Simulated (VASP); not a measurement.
# AlNi3 (Pm-3m) in VASP: single point with PBE

Aim: the single point of AlNi3 with PBE.

All numbers are computed with VASP 6.6.1; they aren't measurements. Logs are shortened: lines on timing, memory, paths and dates and some standing lists are left out, and cuts for length are marked.

## Step 1: The structure

The structure is cubic, space group Pm-3m (No. 221). The conventional cell has a = 3.523 Å, b = 3.523 Å, c = 3.523 Å, α = 90.00°, β = 90.00°, γ = 90.00°. Al (site symmetry m-3m) is surrounded by 12 Ni at 2.49 Å. Ni (site symmetry 4/mmm) is surrounded by 4 Al at 2.49 Å and 8 Ni at 2.49 Å.

The cell is a database's computed one.

## Step 2: Single point, PBE, collinear spin, typed start

INCAR

```
SYSTEM = AlNi3
ALGO     = Fast           ! electronic algorithm
EDIFF    = 1E-6           ! SCF threshold, eV
ENCUT    = 520            ! plane-wave cutoff, eV
GGA      = PE             ! functional
ISIF     = 2              ! what is computed and relaxed
ISMEAR   = -1             ! smearing method
ISPIN    = 2              ! spin polarisation
LASPH    = .True.         ! aspherical terms in the spheres
LCHARG   = .True.         ! write CHGCAR
LELF     = .True.         ! ELF
LMAXMIX  = 4              ! l up to which the mixer works
LORBIT   = 11             ! projections on sites
LREAL    = .False.        ! projectors in reciprocal space
LVHAR    = .True.       
LWAVE    = .False.        ! write WAVECAR
MAGMOM   = 0 1.5 1.5 1.5  ! initial moments
NBANDS   = 28             ! bands
NELM     = 150            ! most SCF steps
PREC     = Accurate       ! precision mode
SIGMA    = 0.03           ! smearing width, eV
```

KPOINTS

```
k-points
0
Gamma
  10 10 10
  0 0 0
```

POSCAR

```
AlNi3
1.0
    3.5230547267      0.0000000000      0.0000000000
    0.0000000000      3.5230547267      0.0000000000
    0.0000000000      0.0000000000      3.5230547267
Al Ni
1 3
Direct
    0.0000000000      0.0000000000      0.0000000000
    0.0000000000      0.5000000000      0.5000000000
    0.5000000000      0.0000000000      0.5000000000
    0.5000000000      0.5000000000      0.0000000000
```

Potentials or basis: VASP PAW PBE potentials, release 64 (Al, Ni).

On the command line:

```bash
$ cat potpaw_PBE.64/Al/POTCAR potpaw_PBE.64/Ni/POTCAR > POTCAR
$ mpirun -np 1 vasp_std > vasp.out
```

OUTCAR:

```text
SYSTEM = AlNi3
   EDIFF = 1E-6
   ENCUT = 520
   GGA = PE
   ISIF = 2
   ISMEAR = -1
   ISPIN = 2
   LASPH = .True.
   LORBIT = 11
   LREAL = .False.
   NELM = 150
   PREC = Accurate

 ion  position               nearest neighbor table
   1  0.000  0.000  0.000-   2 2.49   3 2.49   4 2.49   2 2.49   3 2.49   2 2.49   4 2.49   2 2.49
                             3 2.49   4 2.49   3 2.49   4 2.49
   2  0.000  0.500  0.500-   1 2.49   3 2.49   4 2.49   1 2.49   4 2.49   1 2.49   3 2.49   1 2.49
                             3 2.49   4 2.49   4 2.49   3 2.49
   3  0.500  0.000  0.500-   1 2.49   2 2.49   4 2.49   1 2.49   4 2.49   2 2.49   4 2.49   4 2.49
                             1 2.49   2 2.49   1 2.49   2 2.49
   4  0.500  0.500  0.000-   1 2.49   2 2.49   3 2.49   2 2.49   3 2.49   1 2.49   3 2.49   3 2.49
                             1 2.49   2 2.49   2 2.49   1 2.49

  LATTYP: Found a simple cubic cell.
 ALAT       =     3.5230547267

  Lattice vectors:

 A1 = (   3.5230547267,   0.0000000000,   0.0000000000)
 A2 = (   0.0000000000,   3.5230547267,   0.0000000000)
 A3 = (   0.0000000000,   0.0000000000,   3.5230547267)

Analysis of symmetry for initial positions (statically):
=====================================================================
 Subroutine PRICEL returns:
 Original cell was already a primitive cell.

 Routine SETGRP: Setting up the symmetry group for a
 simple cubic supercell.

 Subroutine GETGRP returns: Found 48 space group operations
 (whereof 48 operations were pure point group operations)
 out of a pool of 48 trial point group operations.

The static configuration has the point symmetry O_h .

Analysis of symmetry for dynamics (positions and initial velocities):
=====================================================================
 Subroutine PRICEL returns:
 Original cell was already a primitive cell.

 Routine SETGRP: Setting up the symmetry group for a
 simple cubic supercell.

 Subroutine GETGRP returns: Found 48 space group operations
 (whereof 48 operations were pure point group operations)
 out of a pool of 48 trial point group operations.

The dynamic configuration has the point symmetry O_h .

Analysis of structural, dynamic, and magnetic symmetry:
=====================================================================
 Subroutine PRICEL returns:
 Original cell was already a primitive cell.

 Routine SETGRP: Setting up the symmetry group for a
 simple cubic supercell.

 Subroutine GETGRP returns: Found 48 space group operations
 (whereof 48 operations were pure point group operations)
 out of a pool of 48 trial point group operations.

The overall configuration has the point symmetry O_h .

 Subroutine INISYM returns: Found 48 space group operations
 (whereof 48 operations are pure point group operations),
 and found     1 'primitive' translations

----------------------------------------------------------------------------------------

                                     Primitive cell

  volume of cell :      43.7279

  direct lattice vectors                    reciprocal lattice vectors
     3.523054727  0.000000000  0.000000000     0.283844583  0.000000000  0.000000000
     0.000000000  3.523054727  0.000000000     0.000000000  0.283844583  0.000000000
     0.000000000  0.000000000  3.523054727     0.000000000  0.000000000  0.283844583

  length of vectors
     3.523054727  3.523054727  3.523054727     0.283844583  0.283844583  0.283844583

  position of ions in fractional coordinates (direct lattice)
     0.000000000  0.000000000  0.000000000
     0.000000000  0.500000000  0.500000000
     0.500000000  0.000000000  0.500000000
     0.500000000  0.500000000  0.000000000

  ion indices of the primitive-cell ions
   primitive index   ion index
                 1           1
                 2           2
                 3           3
                 4           4

----------------------------------------------------------------------------------------

 KPOINTS: k-points

Automatic generation of k-mesh.
 Grid dimensions read from file:
 generate k-points for:   10   10   10

 Generating k-lattice:

  Cartesian coordinates                     Fractional coordinates (reciprocal lattice)
     0.028384458  0.000000000  0.000000000     0.100000000  0.000000000  0.000000000
     0.000000000  0.028384458  0.000000000     0.000000000  0.100000000  0.000000000
     0.000000000  0.000000000  0.028384458     0.000000000  0.000000000  0.100000000

  Length of vectors
     0.028384458  0.028384458  0.028384458

  Shift w.r.t. Gamma in fractional coordinates (k-lattice)
     0.000000000  0.000000000  0.000000000

 Subroutine IBZKPT returns following result:
 ===========================================

 Found     56 irreducible k-points:

 Following reciprocal coordinates:
            Coordinates               Weight
  0.000000  0.000000  0.000000      1.000000
  0.100000  0.000000  0.000000      6.000000
  0.200000  0.000000  0.000000      6.000000
  0.300000  0.000000  0.000000      6.000000
  0.400000  0.000000  0.000000      6.000000
  0.500000  0.000000  0.000000      3.000000
[... 16 lines left out ...]
  0.200000  0.100000  0.100000     24.000000
  0.300000  0.100000  0.100000     24.000000
 [... further k-points ...]
   k-points           NKPTS =     56   k-points in BZ     NKDIM =     56   number of bands    NBANDS=     28
   number of dos      NEDOS =    301   number of ions     NIONS =      4
   total plane-waves  NPLWV =  21952
   dimension x,y,z NGX =    28 NGY =   28 NGZ =   28
   dimension x,y,z NGXF=    56 NGYF=   56 NGZF=   56
   ions per type =               1   3
   NGX,Y,Z   is equivalent  to a cutoff of  13.21, 13.21, 13.21 a.u.
   NGXF,Y,Z  is equivalent  to a cutoff of  26.43, 26.43, 26.43 a.u.
 SYSTEM =  AlNi3
   PREC   = accura    normal or accurate (medium, high low for compatibility)
   ISTART =      0    job   : 0-new  1-cont  2-samecut
   ICHARG =      2    charge: 1-file 2-atom 10-const
   ISPIN  =      2    spin polarized calculation?
   LNONCOLLINEAR =      F non collinear calculations
   LSORBIT =      F    spin-orbit coupling
   LASPH  =      T    aspherical Exc in radial PAW
   ENCUT  =  520.0 eV  38.22 Ry    6.18 a.u.   6.55  6.55  6.55*2*pi/ulx,y,z
   NELM   =    150;   NELMIN=  2; NELMDL= -5     # of ELM steps
   EDIFF  = 0.1E-05   stopping-criterion for ELM
   LREAL  =      F    real-space projection
   EDIFFG = 0.1E-04   stopping-criterion for IOM
   NSW    =      0    number of steps for IOM
   IBRION =     -1    ionic relax: 0-MD 1-quasi-New 2-CG
   NFREE  =      0    steps in history (QN), initial steepest desc. (CG)
   ISIF   =      2    stress and relaxation
   ISYM   =      2    0-nonsym 1-usesym 2-fastsym
   POTIM  = 0.5000    time-step for ionic-motion
   TEBEG  =    0.0;   TEEND  =   0.0 temperature during run
   PSTRESS=    0.0 pullay stress
   NELECT =      33.0000    total number of electrons
   NUPDOWN=      -1.0000    fix difference up-down
   EMIN   =  10.00;   EMAX   =-10.00  energy-range for DOS
   EFERMI =   0.00;   METHOD = LEGACY
   ISMEAR =    -1;   SIGMA  =   0.03  broadening in eV -4-tet -1-fermi 0-gaus
   EFERMI_NEDOS =   21; number of points for ismear=-14 and -15
   IALGO  =     68    algorithm
   IMIX   =      4    mixing-type and parameters
     AMIX     =   0.40;   BMIX     =  1.00
     AMIX_MAG =   1.60;   BMIX_MAG =  1.00
  volume/ion in A,a.u.               =      10.93        73.77
  Fermi-wavevector in a.u.,A,eV,Ry     =   1.490482  2.816603 30.225843  2.221537
  Thomas-Fermi vector in A             =   2.603258
   LORBIT       =     11    0 simple, 1 ext, 2 COOP (PROOUT), +10 PAW based schemes
   GGA     = PE    functional components
   LHFCALC =     F    Hartree Fock is set to
   AEXX    =    0.0000 exact exchange contribution
   IVDW    =     0    specifies the selected vdW correction
   LEPSILON=     F    determine dielectric tensor
   LRPA    =     F    only Hartree local field effects (RPA)
 spin polarized calculation
 RMM-DIIS sequential band-by-band and
  energy-cutoff  :      520.00
  volume of cell :       43.73
 maximum number of plane-waves:      1208
 NGX is ok and might be reduce to    28
   NGX = 13   NGY = 13   NGZ = 13

 number of electron      32.9999980 magnetization       0.7198791

 Free energy of the ion-electron system (eV)
  ---------------------------------------------------
  ext. energy  EPLUGINS =         0.00000000
  ---------------------------------------------------
  free energy    TOTEN  =       -21.86491795 eV

  energy without entropy =      -21.85498276  energy(sigma->0) =      -21.85995035

 E-fermi :   9.9357     XC(G=0): -12.8545

 val. band max:        9.9335140296   @ k =   0.3000   0.2000   0.1000
 cond. band min:       9.9387049706   @ k =   0.5000   0.4000   0.3000
 fundamental gap:      0.0051909410
 Fermi energy:         9.9356633157

 spin component 1

 k-point     1 :       0.0000    0.0000    0.0000
  band No.  band energies     occupation
      1      -0.2350      1.00000
      2       5.4513      1.00000
      3       6.1357      1.00000
      4       6.1357      1.00000
      5       6.4951      1.00000
      6       6.4951      1.00000
[... 733 lines left out ...]
     27      22.9990      0.00000
     28      25.0220      0.00000

 [... further k-points ...]

 spin component 2

 k-point     1 :       0.0000    0.0000    0.0000
  band No.  band energies     occupation
      1      -0.2648      1.00000
      2       5.5287      1.00000
      3       6.2872      1.00000
      4       6.2872      1.00000
      5       6.7858      1.00000
      6       6.7858      1.00000
[... 733 lines left out ...]
     27      23.0278      0.00000
     28      25.0261      0.00000

 [... further k-points ...]

------------------------ aborting loop because EDIFF is reached ----------------------------------------

  FORCE on cell =-STRESS in cart. coord.  units (eV):
  Direction    XX          YY          ZZ          XY          YZ          ZX
  --------------------------------------------------------------------------------------
  -------------------------------------------------------------------------------------
  Total        1.9771166      1.9771166      1.9771166     -0.0000000     -0.0000000     -0.0000000
  in kB       72.4410448     72.4410448     72.4410448     -0.0000000     -0.0000000     -0.0000000
  external PRESSURE =      72.4410448 kB  Pullay stress =       0.0000000 kB

 VOLUME and BASIS-vectors are now :
 -----------------------------------------------------------------------------
  energy-cutoff  :      520.00
  volume of cell :       43.73
      direct lattice vectors                 reciprocal lattice vectors
     3.523054727  0.000000000  0.000000000     0.283844583  0.000000000  0.000000000
     0.000000000  3.523054727  0.000000000     0.000000000  0.283844583  0.000000000
     0.000000000  0.000000000  3.523054727     0.000000000  0.000000000  0.283844583

 POSITION                                       TOTAL-FORCE (eV/Angst)
 -----------------------------------------------------------------------------------
      0.00000      0.00000      0.00000         0.000000      0.000000      0.000000
      0.00000      1.76153      1.76153         0.000000      0.000000      0.000000
      1.76153      0.00000      1.76153         0.000000      0.000000      0.000000
      1.76153      1.76153      0.00000         0.000000      0.000000      0.000000
 -----------------------------------------------------------------------------------
    total drift:                                0.000000      0.000000      0.000000

  FREE ENERGIE OF THE ION-ELECTRON SYSTEM (eV)
  ---------------------------------------------------
  free  energy   TOTEN  =       -21.8649179486 eV

  energy  without entropy=      -21.8549827596  energy(sigma->0) =      -21.85995035

 total charge

# of ion       s       p       d       tot
------------------------------------------
    1        0.412   0.406   0.000   0.818
    2        0.507   0.547   8.394   9.448
    3        0.507   0.547   8.394   9.448
    4        0.507   0.547   8.394   9.448
--------------------------------------------------
tot          1.934   2.045  25.181  29.161

 magnetization (x)

# of ion       s       p       d       tot
------------------------------------------
    1       -0.001  -0.008   0.000  -0.009
    2       -0.003  -0.010   0.269   0.256
    3       -0.003  -0.010   0.269   0.256
    4       -0.003  -0.010   0.269   0.256
--------------------------------------------------
tot         -0.010  -0.038   0.808   0.759
```

Wall time 2.2 min (1 thread of Intel Xeon Platinum 8259CL at 2.50GHz (Skylake/Cascade Lake), shared host); peak memory 0.23 GiB.

What came out:

- Free energy: -21.8649 eV
- Pressure: 7.2 GPa
- Band gap on the k mesh: none (metal or under the smearing width)
- Net moment: 0.72 μB per cell
- Site moments: Al -0.01; Ni +0.26 μB
- Valence electrons inside the program's atomic spheres: Al 0.82; Ni 9.45
